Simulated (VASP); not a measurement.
Here is a VASP 6.6.1 calculation.

File POSCAR:

```
CaB2
1.0
    3.2264302843      0.0000000000      0.0000000000
   -1.6132151421      2.7941705897      0.0000000000
    0.0000000000      0.0000000000      4.0673920000
Ca B
1 2
Direct
    0.0000000000      0.0000000000      0.0000000000
    0.6666666667      0.3333333333      0.5000000000
    0.3333333333      0.6666666667      0.5000000000
```

The input INCAR.step1:

```
  ALGO = Normal
  EDIFF = 1E-5
  ENCUT = 520
  GGA = PE
  ISIF = 2
  ISMEAR = -1
  LASPH = T
  LREAL = F
  LWAVE = T
  NELM = 60
  PREC = Accurate
  SIGMA = 0.05
```

Contents of INCAR.step2:

```
  AEXX = 0.25
  ALGO = Normal
  EDIFF = 1E-6
  ENCUT = 520
  GGA = PE
  HFRCUT = -1
  ISIF = 2
  ISMEAR = -1
  ISTART = 1
  LASPH = T
  LCHARG = F
  LHFCALC = T
  LREAL = F
  LWAVE = F
  NELM = 60
  PREC = Accurate
  PRECFOCK = Fast
  SIGMA = 0.05
```

KPOINTS

```
k-points
0
Gamma
  5 5 4
```

Potentials or basis: VASP PAW PBE potentials, release 64 (Ca_sv, B).

The run is started by

```sh
$ cat potpaw_PBE.64/Ca_sv/POTCAR potpaw_PBE.64/B/POTCAR > POTCAR
$ cp INCAR.step1 INCAR
$ mpirun -np 1 vasp_std > vasp.out
$ cp INCAR.step2 INCAR
$ mpirun -np 1 vasp_std > vasp.out
```

**Question.** Estimate the pressure.

**Answer.** -0.8 GPa.

**Question.** What does it give for the band gap on the k mesh?

**Answer.** None (metal or under the smearing width).

Stress tensor (GPa, compression positive):
```
-0.40  0.00  0.00
 0.00 -0.40  0.00
 0.00  0.00 -1.62
```

Caveat: the k mesh is coarse (spacing up to 0.45 Å⁻¹), so the values aren't converged, least of all with exact exchange; the PAW data sets were made with another functional, which shifts forces and pressure a little.
